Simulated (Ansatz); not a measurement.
A 2-atom cell of KI started from a crystallographic database, relaxed with r2SCAN in Ansatz 0.2.0. It is cubic, Fm-3m (No. 225); conventional cell a = 7.089 Å, 44.53 Å³ an atom. K has 6 I at 3.54 Å; I has 6 K at 3.54 Å.

The axes x, y and z are those of this cell:
```
CELL_PARAMETERS angstrom
0.00000 3.54457 3.54457
3.54457 0.00000 3.54457
3.54457 3.54457 0.00000
ATOMIC_POSITIONS crystal
K 0.00000 0.00000 0.00000
I 0.50000 0.50000 0.50000
```

Unstrained: With PBE the gap is 3.944 eV and direct, at Γ. The r2SCAN gap is direct at Γ: 4.585 eV. With HSE06 the gap is 4.940 eV and direct, at Γ. Meshes: PBE 6×6×6, r2SCAN 6×6×6, HSE06 4×4×4. Strains are changes of length per length, and xy shears are angles. After each strain the atoms were relaxed again with r2SCAN within the symmetry that the strain leaves, so tilts or polar shifts that break it weren't tested; points keep the names that they have in the unstrained zone. Calculated for a static, non-magnetic cell.

Q: Apply isotropic +5.19 % on every length. How far does the gap move, against the unstrained cell?

A: PBE: the gap goes from 3.944 to 3.625 eV (-0.319 eV). r2SCAN: the gap goes from 4.585 to 4.240 eV (-0.345 eV). HSE06: the gap goes from 4.940 to 4.592 eV (-0.348 eV). The r2SCAN energy rises by 33.7 meV an atom.

Q: One strain changed the r2SCAN stress by xx -1.14, yy -0.17, zz -0.17 GPa (compression positive) and the gap by -0.120 eV (PBE), -0.135 eV (r2SCAN), -0.131 eV (HSE06). Which kind of strain was it, and roughly how large?

A: Uniaxial +5.45 % along x, other directions held. The pattern of the stress gives the kind; the size needs the stiffness, so it is an estimate.

Q: Estimate what xy shear, engineering strain (angle) +1.69 % does to the gap.

A: PBE: the gap goes from 3.944 to 3.921 eV (-0.023 eV); with r2SCAN the top three valence levels at Γ, degenerate before, become 1+1+1 from the top over 44 meV. r2SCAN: the gap goes from 4.585 to 4.562 eV (-0.023 eV). HSE06: the gap goes from 4.940 to 4.916 eV (-0.024 eV). The r2SCAN energy rises by 0.2 meV an atom.

Q: One strain changed the r2SCAN stress by xx +0.79, yy +0.79, zz -0.01 GPa (compression positive) and the gap by +0.081 eV (PBE), +0.089 eV (r2SCAN), +0.090 eV (HSE06). Which kind of strain was it, and roughly how large?

A: Epitaxial -2.05 % in the xy plane, free normal strain +0.51 %. The pattern of the stress gives the kind; the size needs the stiffness, so it is an estimate.

Spin-orbit coupling is left out, which matters wherever the heavy atoms make up the band edges.

The meshes of the hybrids are coarse, so their gaps aren't converged to the digits shown.

The splittings at Γ are without spin-orbit coupling, which regroups them where it is of like size or larger.
